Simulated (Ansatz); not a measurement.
**MgS: what a guessed cell relaxes into**

The task: take a trial cell of MgS to zero force and stress, then test the end with a random kick.

Program: Ansatz 0.2.0. Level of theory: DFT PBE, scalar-relativistic, plane waves, PAW. These are calculated values, not measurements.

## 1. The structure to begin with

The structure is hexagonal, space group P6_3mc (No. 186). Conventional cell: a = 4.035 Å, b = 4.035 Å, c = 6.432 Å, α = 90.00°, β = 90.00°, γ = 120.00°. Mg (site symmetry 3m) has 4 S at 2.45 to 2.47 Å as nearest neighbours. S (site symmetry 3m) is surrounded by 4 Mg at 2.45 to 2.47 Å.

Coordinates:

```
CELL_PARAMETERS angstrom
4.03462 0.00000 0.00000
-2.01731 3.49409 0.00000
0.00000 0.00000 6.43229
ATOMIC_POSITIONS crystal
Mg 0.66667 0.33333 0.49575
Mg 0.33333 0.66667 0.99575
S 0.33333 0.66667 0.37924
S 0.66667 0.33333 0.87924
```

The start is a polymorph listed in a database, not an invented cell.

## 2. The guess as it stands, on a coarse mesh

The input, input.yaml:

```yaml
crystal:
  lattice:
    - [4.0346223, 0.0, 0.0]
    - [-2.01731115, 3.4940854, 0.0]
    - [0.0, 0.0, 6.43229437]
  atoms:
    - { symbol: Mg, position: [0.66666667, 0.33333333, 0.49575484] }
    - { symbol: Mg, position: [0.33333333, 0.66666667, 0.99575484] }
    - { symbol: S, position: [0.33333333, 0.66666667, 0.37924415] }
    - { symbol: S, position: [0.66666667, 0.33333333, 0.87924415] }
basis:
  ecutwfc: 420
kpoints:
  mp_grid: { grid: [6, 6, 4] }
hamiltonian:
  xc: pbe
scf:
  occupations: { method: gaussian, width: 0.1 }
  lower_state_search: "off"
output:
  forces: true
  stress: true
  eigenvalues: true
```

Started as:

```
ansatz run input.yaml --threads 1 --pin off --max-ram 2560MiB --backend cpu --events-out ev --progress --plain --runs-dir out
```

The session goes on with these runs: relaxation on the finer mesh; kick test: the unmoved cell on a coarse mesh; random kick, then relaxation.

**Question.** What will these runs give? Wanted: conventional cell; volume; energy over the elements; gap on the mesh.

**Answer**, as computed:

| quantity | value |
| --- | --- |
| symmetry at the end (tolerance 0.02 Å) | space group P6_3mc (No. 186) |
| conventional cell | a = 4.056 Å, b = 4.056 Å, c = 6.488 Å, α = 90.00°, β = 90.00°, γ = 120.00° |
| volume | 23.10 Å³/atom |
| energy over the elements | -1.44 eV/atom |
| gap on the mesh | 3.37 eV |

The space group P6_3mc (No. 186) is kept, and the volume per atom grows by 1.9 % from the first guess. It lies below the elements, which doesn't yet make it stable: competing phases were not computed in this session. The kicked cell came back to the same energy, so the end is stable against the distortions that fit this cell and this draw; modes that don't fit the cell aren't tested.
